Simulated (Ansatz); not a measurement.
## From formation energies to a reaction energy: GaP4

Computed with Ansatz 0.2.0, DFT PBE, scalar-relativistic, plane waves, PAW. All cells share a 420 eV cutoff and Γ-centred k meshes spaced at most about 0.3 Å⁻¹ (about 0.25 or finer for metals, 2π included). No spin polarisation.

The zero of energy is the elements' standard structures at the same level; no fitted shifts are applied. The references include black phosphorus.

Temperature and zero-point effects are left out. In GaP4 P6/mmm an odd number of electrons in the primitive cell allows no gap without spin; a larger cell or a magnetic state could open one. The reference form of P is held partly by dispersion forces, which this level lacks.

A trial structure of GaP4 (reached from: random cell; relaxed: space group P6/mmm (No. 191), a = 4.555 Å, c = 4.816 Å) has a formation energy of 0.396 eV/atom. It holds P–P chains (shortest 2.41 Å). At its composition the lowest mixture among the elements and 1 reference phase computed alike (others may be missing) consists of these:

```csv
phase,source,ΔE_f (eV/atom)
P (solid),element,-0.001
GaP (F-43m),Materials Project,-0.432
```

The lowest database cell of P (-0.001) lies slightly below the reference, hence the non-zero entry.

Q: Write the balanced decomposition and find its energy per atom, per formula unit and per mole of formula units.

A: Balancing Ga and P gives GaP4 → 3 P + GaP. The left side holds 5 atoms, and the products take 3/5 (P) and 2/5 (GaP) of them. The mixture therefore lies at 3/5 × (-0.001) + 2/5 × (-0.432) = -0.173 eV/atom. The reaction energy is -0.173 − (0.396) = -0.569 eV/atom. Times 5 atoms that is -2.845 eV per GaP4, and times 96.485 it is -274 kJ per mole of GaP4. Decomposition is downhill, so the trial structure is unstable against this mixture.
